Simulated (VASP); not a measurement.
# KI (Fm-3m) in VASP: further runs

One crystal, KI, is run at these levels: LDA; tasks: dielectric tensor, phonons.

Program: VASP 6.6.1. These are calculated values, not measurements. Logs are shortened: lines on timing, memory, paths and dates and some standing lists are left out, and cuts for length are marked.

**Experimental background.**

From a printed reference work, monograph, for a bulk crystal of KI: high-frequency dielectric constant 2.65.

The runs below are set against these values where they give the same quantity.

**1. The structure**

Symmetry: Fm-3m, No. 225, cubic system. Conventional cell: a = 7.128 Å, b = 7.128 Å, c = 7.128 Å, α = 90.00°, β = 90.00°, γ = 90.00°. Around K (site symmetry m-3m) lie 6 I at 3.56 Å. I (site symmetry m-3m) is surrounded by 6 K at 3.56 Å.

**2. Dielectric tensor, LDA**

Input file INCAR:

```
PREC     = Accurate       # precision mode
ENCUT    = 600            # plane-wave cutoff, eV
EDIFF    = 1E-8           # SCF threshold, eV
ISMEAR   = 0              # smearing method
SIGMA    = 0.03           # smearing width, eV
LREAL    = F              # projectors in reciprocal space
LASPH    = T              # aspherical terms in the spheres
NELM     = 80             # most SCF steps
ALGO     = Normal         # electronic algorithm
ISIF     = 2              # what is computed and relaxed
LWAVE    = F              # write WAVECAR
LCHARG   = F              # write CHGCAR
LEPSILON = T              # dielectric tensor by DFPT
```

Input file KPOINTS:

```
Automatic mesh
0
Monkhorst-Pack
  12 12 12
```

Input file POSCAR:

```
KI                                      
1.0
   -0.0000000000      3.5639252707      3.5639252707
    3.5639252707      0.0000000000      3.5639252707
    3.5639252707      3.5639252707     -0.0000000000
  K               I             
     1     1
Direct
     0.0000000000000000    0.0000000000000000    0.0000000000000000
     0.5000000000000000    0.5000000000000000    0.5000000000000000
```

Potentials or basis: VASP PAW LDA potentials, release 64 (K_sv, I).

Started as:

```
> cat potpaw_LDA.64/K_sv/POTCAR potpaw_LDA.64/I/POTCAR > POTCAR
> mpirun -np 1 vasp_std > vasp.out
```

OUTCAR:

```text
PREC = Accurate
   ENCUT = 600
   EDIFF = 1E-8
   ISMEAR = 0
   LREAL = F
   LASPH = T
   NELM = 80
   ISIF = 2
   LEPSILON = T

 ion  position               nearest neighbor table
   1  0.000  0.000  0.000-   2 3.56   2 3.56   2 3.56   2 3.56   2 3.56   2 3.56
   2  0.500  0.500  0.500-   1 3.56   1 3.56   1 3.56   1 3.56   1 3.56   1 3.56

  LATTYP: Found a face centered cubic cell.
 ALAT       =     7.1278505414

  Lattice vectors:

 A1 = (   0.0000000000,   3.5639252707,   3.5639252707)
 A2 = (   3.5639252707,   0.0000000000,   3.5639252707)
 A3 = (   3.5639252707,   3.5639252707,   0.0000000000)

Analysis of symmetry for initial positions (statically):
=====================================================================
 Subroutine PRICEL returns:
 Original cell was already a primitive cell.

 Routine SETGRP: Setting up the symmetry group for a
 face centered cubic supercell.

 Subroutine GETGRP returns: Found 48 space group operations
 (whereof 48 operations were pure point group operations)
 out of a pool of 48 trial point group operations.

The static configuration has the point symmetry O_h .

Analysis of symmetry for dynamics (positions and initial velocities):
=====================================================================
 Subroutine PRICEL returns:
 Original cell was already a primitive cell.

 Routine SETGRP: Setting up the symmetry group for a
 face centered cubic supercell.

 Subroutine GETGRP returns: Found 48 space group operations
 (whereof 48 operations were pure point group operations)
 out of a pool of 48 trial point group operations.

The dynamic configuration has the point symmetry O_h .

 Subroutine INISYM returns: Found 48 space group operations
 (whereof 48 operations are pure point group operations),
 and found     1 'primitive' translations

----------------------------------------------------------------------------------------

                                     Primitive cell

  volume of cell :      90.5348

  direct lattice vectors                    reciprocal lattice vectors
     0.000000000  3.563925271  3.563925271    -0.140294749  0.140294749  0.140294749
     3.563925271  0.000000000  3.563925271     0.140294749 -0.140294749  0.140294749
     3.563925271  3.563925271  0.000000000     0.140294749  0.140294749 -0.140294749

  length of vectors
     5.040151453  5.040151453  5.040151453     0.242997633  0.242997633  0.242997633

  position of ions in fractional coordinates (direct lattice)
     0.000000000  0.000000000  0.000000000
     0.500000000  0.500000000  0.500000000

  ion indices of the primitive-cell ions
   primitive index   ion index
                 1           1
                 2           2

----------------------------------------------------------------------------------------

 KPOINTS: Automatic mesh

Automatic generation of k-mesh.
 Grid dimensions read from file:
 generate k-points for:   12   12   12

 Generating k-lattice:

  Cartesian coordinates                     Fractional coordinates (reciprocal lattice)
    -0.011691229  0.011691229  0.011691229     0.083333333  0.000000000  0.000000000
     0.011691229 -0.011691229  0.011691229     0.000000000  0.083333333  0.000000000
     0.011691229  0.011691229 -0.011691229     0.000000000  0.000000000  0.083333333

  Length of vectors
     0.020249803  0.020249803  0.020249803

  Shift w.r.t. Gamma in fractional coordinates (k-lattice)
     0.500000000  0.500000000  0.500000000

 Subroutine IBZKPT returns following result:
 ===========================================

 Found    182 irreducible k-points:

 Following reciprocal coordinates:
            Coordinates               Weight
  0.041667  0.041667  0.041667      8.000000
  0.125000  0.041667  0.041667     24.000000
  0.208333  0.041667  0.041667     24.000000
  0.291667  0.041667  0.041667     24.000000
  0.375000  0.041667  0.041667     24.000000
  0.458333  0.041667  0.041667     24.000000
[... 16 lines left out ...]
 -0.041667  0.125000  0.041667     48.000000
  0.208333  0.208333  0.041667     24.000000
 [... further k-points ...]
   k-points           NKPTS =    182   k-points in BZ     NKDIM =    182   number of bands    NBANDS=     12
   number of dos      NEDOS =    301   number of ions     NIONS =      2
   total plane-waves  NPLWV =  64000
   dimension x,y,z NGX =    40 NGY =   40 NGZ =   40
   dimension x,y,z NGXF=    80 NGYF=   80 NGZF=   80
[... 21 lines left out ...]
   POTIM  = 0.5000    time-step for ionic-motion
   TEBEG  =    0.0;   TEEND  =   0.0 temperature during run
   PSTRESS=    0.0 pullay stress
   NELECT =      16.0000    total number of electrons
   NUPDOWN=      -1.0000    fix difference up-down
   EMIN   =  10.00;   EMAX   =-10.00  energy-range for DOS
   EFERMI =   0.00;   METHOD = LEGACY
   ISMEAR =     0;   SIGMA  =   0.03  broadening in eV -4-tet -1-fermi 0-gaus
   EFERMI_NEDOS =   21; number of points for ismear=-14 and -15
   IALGO  =     38    algorithm
   IMIX   =      4    mixing-type and parameters
     AMIX     =   0.40;   BMIX     =  1.00
     AMIX_MAG =   1.60;   BMIX_MAG =  1.00
  volume/ion in A,a.u.               =      45.27       305.48
  Fermi-wavevector in a.u.,A,eV,Ry     =   0.918705  1.736101 11.483582  0.844019
  Thomas-Fermi vector in A             =   2.043817
   LORBIT       =      0    0 simple, 1 ext, 2 COOP (PROOUT), +10 PAW based schemes
   GGA     = CA    functional components
   LHFCALC =     F    Hartree Fock is set to
   AEXX    =    0.0000 exact exchange contribution
   IVDW    =     0    specifies the selected vdW correction
   LEPSILON=     T    determine dielectric tensor
   LRPA    =     F    only Hartree local field effects (RPA)
 non-spin polarized calculation
 Gauss-broadening in eV      SIGMA  =   0.03
  energy-cutoff  :      600.00
  volume of cell :       90.53
 maximum number of plane-waves:      3039
   NGX = 21   NGY = 21   NGZ = 21

--------------------------------------- Ionic step        1  -------------------------------------------

 number of electron      16.0000000 magnetization

 E-fermi :  -0.5378     XC(G=0):  -7.5231

 val. band max:       -0.7661544076   @ k =   0.0417   0.0417   0.0417
 cond. band min:       2.8453174223   @ k =   0.0417   0.0417   0.0417
 fundamental gap:      3.6114718299
 Fermi energy:        -0.5377534735

 k-point     1 :       0.0417    0.0417    0.0417
  band No.  band energies     occupation
      1     -28.9429      2.00000
      2     -12.6671      2.00000
      3     -12.6643      2.00000
      4     -12.6643      2.00000
      5     -11.2875      2.00000
      6      -0.7933      2.00000
      7      -0.7662      2.00000
      8      -0.7662      2.00000
      9       2.8453      0.00000
     10       5.5191      0.00000
     11       5.5518      0.00000
     12       5.5518      0.00000
[... 331 lines left out ...]
 k-point    24 :       0.2083    0.2083    0.0417
  band No.  band energies     occupation
      1     -28.9421      2.00000
      2     -12.7107      2.00000
      3     -12.6696      2.00000
      4     -12.6693      2.00000
      5     -11.1970      2.00000
      6      -1.3530      2.00000
      7      -0.8988      2.00000
      8      -0.8956      2.00000
      9       3.7422      0.00000
     10       4.8689      0.00000
     11       6.3220      0.00000
     12       6.3221      0.00000

 [... further k-points ...]

  FORCE on cell =-STRESS in cart. coord.  units (eV):
  Direction    XX          YY          ZZ          XY          YZ          ZX
  --------------------------------------------------------------------------------------
  -------------------------------------------------------------------------------------
  Total       -0.8450961     -0.8450961     -0.8450961     -0.0000000     -0.0000000     -0.0000000
  in kB      -14.9554998    -14.9554998    -14.9554998     -0.0000000     -0.0000000     -0.0000000
  external PRESSURE =     -14.9554998 kB  Pullay stress =       0.0000000 kB

 VOLUME and BASIS-vectors are now :
 -----------------------------------------------------------------------------
  energy-cutoff  :      600.00
  volume of cell :       90.53
      direct lattice vectors                 reciprocal lattice vectors
     0.000000000  3.563925271  3.563925271    -0.140294749  0.140294749  0.140294749
     3.563925271  0.000000000  3.563925271     0.140294749 -0.140294749  0.140294749
     3.563925271  3.563925271  0.000000000     0.140294749  0.140294749 -0.140294749

 POSITION                                       TOTAL-FORCE (eV/Angst)
 -----------------------------------------------------------------------------------
      0.00000      0.00000      0.00000         0.000000      0.000000      0.000000
      3.56393      3.56393      3.56393        -0.000000     -0.000000     -0.000000
 -----------------------------------------------------------------------------------
    total drift:                                0.000000     -0.000000     -0.000000

  FREE ENERGIE OF THE ION-ELECTRON SYSTEM (eV)
  ---------------------------------------------------
  free  energy   TOTEN  =        -6.1084714680 eV

  energy  without entropy=       -6.1084714680  energy(sigma->0) =       -6.10847147

 HEAD OF MICROSCOPIC STATIC DIELECTRIC TENSOR (INDEPENDENT PARTICLE, excluding Hartree and local field effects)
 ------------------------------------------------------
           3.312587     0.000000     0.000000
           0.000000     3.312587     0.000000
           0.000000    -0.000000     3.312587
 ------------------------------------------------------

 Free energy of the ion-electron system (eV)
  ---------------------------------------------------
  ---------------------------------------------------
  free energy    TOTEN  =        -0.53531758 eV

  energy without entropy =       -0.53531758

------------------------ aborting loop because EDIFF is reached ----------------------------------------

--------------------------------------- Ionic step        2  -------------------------------------------

------------------------ aborting loop because EDIFF is reached ----------------------------------------

--------------------------------------- Ionic step        3  -------------------------------------------

 Free energy of the ion-electron system (eV)
  ---------------------------------------------------
  ---------------------------------------------------
  free energy    TOTEN  =        -0.53531789 eV

  energy without entropy =       -0.53531789

------------------------ aborting loop because EDIFF is reached ----------------------------------------

 PIEZOELECTRIC TENSOR FIELD DIRECTION 3  (e Angst)
 -----------------------------------------------------------------------------
    -0.00035  0.00000  0.00000           (  0.00001  0.00000  0.00000)
     0.00000 -0.00035 -0.00000           (  0.00000  0.00001 -0.00000)
    -0.00000  0.00000 -0.00054           (  0.00000 -0.00000  0.00001)

 PIEZOELECTRIC TENSOR FIELD DIRECTION 3  (C/m^2)
 -----------------------------------------------------------------------------
    -0.00006  0.00000  0.00000
     0.00000 -0.00006 -0.00000
    -0.00000  0.00000 -0.00010

 MACROSCOPIC STATIC DIELECTRIC TENSOR (including local field effects in DFT)
 ------------------------------------------------------
           2.907900     0.000000     0.000000
           0.000000     2.907900     0.000000
           0.000000     0.000000     2.907900
 ------------------------------------------------------

 PIEZOELECTRIC TENSOR (including local field effects)  for field in x, y, z        (e  Angst)
          XX          YY          ZZ          XY          YZ          ZX
  --------------------------------------------------------------------------------
  x     0.00000     0.00000     0.00000     0.00000     0.00000     0.00000
  y     0.00000     0.00000     0.00000     0.00000     0.00000     0.00000
  z     0.00000     0.00000     0.00000     0.00000     0.00000     0.00000

 PIEZOELECTRIC TENSOR (including local field effects)  for field in x, y, z        (C/m^2)
          XX          YY          ZZ          XY          YZ          ZX
  --------------------------------------------------------------------------------
  x     0.00000     0.00000     0.00000     0.00000     0.00000     0.00000
  y     0.00000     0.00000     0.00000     0.00000     0.00000     0.00000
  z     0.00000     0.00000     0.00000     0.00000     0.00000     0.00000

 BORN EFFECTIVE CHARGES (including local field effects) (in |e|, cummulative output)
 ---------------------------------------------------------------------------------
 ion    1
    1     1.15022     0.00000     0.00000
    2     0.00000     1.15022     0.00000
    3     0.00000     0.00000     1.15022
 ion    2
    1    -1.15022     0.00000     0.00000
    2     0.00000    -1.15022     0.00000
    3     0.00000     0.00000    -1.15022
```

Run time: 39 min. Hardware: 1 thread of Intel Xeon 6975P-C (Granite Rapids), shared host; peak memory 1.5 GiB.

Results:

```yaml
Electronic_dielectric_tensor_diagonal: 2.91
Born_charges_mean_of_the_diagonal: K +1.15; I -1.15 e
```

Electronic dielectric tensor:
```
2.91 0.00 0.00
0.00 2.91 0.00
0.00 0.00 2.91
```

Born effective charge tensors (e):
atom 1, K
```
1.15 0.00 0.00
0.00 1.15 0.00
0.00 0.00 1.15
```
atom 2, I
```
-1.15  0.00  0.00
 0.00 -1.15  0.00
 0.00  0.00 -1.15
```

Spin-orbit coupling is left out, which matters for the levels of I.

(Continued in part 2 of 2.)
